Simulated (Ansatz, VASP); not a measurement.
## PbO2: VASP beside Ansatz

The input POSCAR:

```
PbO2
1.0
    0.0000000000      2.7019920000      2.7019920000
    2.7019920000      0.0000000000      2.7019920000
    2.7019920000      2.7019920000      0.0000000000
Pb O
1 2
Direct
    0.0000000000      0.0000000000      0.0000000000
    0.7500000000      0.7500000000      0.7500000000
    0.2500000000      0.2500000000      0.2500000000
```

File INCAR.step1:

```
SYSTEM = PbO2
PREC = Accurate
ENCUT = 520
ISMEAR = -1
SIGMA = 0.05
LREAL = .False.
LASPH = .True.
NELM = 60
NBANDS = 20
GGA = PE
ALGO = Normal
EDIFF = 1E-4
LWAVE = .True.
LCHARG = .False.
```

Contents of INCAR.step2:

```
SYSTEM = PbO2
PREC = Accurate
ENCUT = 520
EDIFF = 1E-6
ISMEAR = -1
SIGMA = 0.05
LREAL = .False.
LASPH = .True.
NELM = 60
ALGO = Normal
ISIF = 2
LWAVE = .False.
LCHARG = .False.
METAGGA = R2SCAN
LMIXTAU = .True.
NBANDS = 20
ISTART = 1
```

File KPOINTS:

```
regular mesh
0
Gamma
  9 9 9
  0 0 0
```

The input input.yaml:

```yaml
crystal:
  lattice:
    - [0.0, 2.701992, 2.701992]
    - [2.701992, 0.0, 2.701992]
    - [2.701992, 2.701992, 0.0]
  atoms:
    - { symbol: Pb, position: [0.0, 0.0, 0.0] }
    - { symbol: O, position: [0.75, 0.75, 0.75] }
    - { symbol: O, position: [0.25, 0.25, 0.25] }
hamiltonian:
  xc: r2scan
  pseudopotentials: { kind: paw }
kpoints:
  mp_grid: { grid: [9, 9, 9] }
  band_path:
    path:
      - [[0.0, 0.0, 0.0], [0.5, 0.0, 0.5], [0.5, 0.25, 0.75], [0.375, 0.375, 0.75], [0.0, 0.0, 0.0], [0.5, 0.5, 0.5], [0.625, 0.25, 0.625], [0.5, 0.25, 0.75], [0.5, 0.5, 0.5], [0.375, 0.375, 0.75]]
      - [[0.625, 0.25, 0.625], [0.5, 0.0, 0.5]]
    npoints: 14
scf:
  occupations: { method: fermi_dirac, width: 0.05 }
  n_extra_bands: 7
output:
  forces: true
  stress: true
  eigenvalues: true
  fatbands: false
  write_density: true
  write_potential: true
  elf: true
  volumetric_format: npy
```

The cell comes from a database or a generator and needn't be the stable form of this composition.

Alike in both runs: functional r2SCAN; k mesh 9 × 9 × 9; occupations fermi-dirac, width 0.05 eV; no spin polarisation.

|  | VASP | Ansatz |
| --- | --- | --- |
| version | VASP 6.6.1 | Ansatz 0.2.0 |
| potentials or method | VASP PAW PBE potentials, release 64 (Pb_d, O) | Ansatz PAW |
| plane-wave cutoff (eV) | 520 | 500 |
| valence electrons in the cell | 26 | 26 |
| task | single point | band structure |

VASP gave:

| Quantity | Value |
| --- | --- |
| gap on the k mesh at the Fermi level (eV) | none |
| pressure (GPa) | -5.7 |

What did Ansatz give for the same quantities?

gap on the k mesh at the Fermi level (eV): none; pressure (GPa): -6.7.

A gap of «none» marks a metal or a gap that the smearing closes.

Caveats: the PAW data sets were made with another functional, which shifts forces and pressure a little (VASP); spin-orbit coupling is left out, which moves the levels of the heavy elements (Ansatz); the PAW data sets come from PBE, with cores solved anew for the run's functional, which leaves a small shift of forces and pressure (Ansatz). The runs have no spin-orbit coupling, so splittings on Pb are missing.
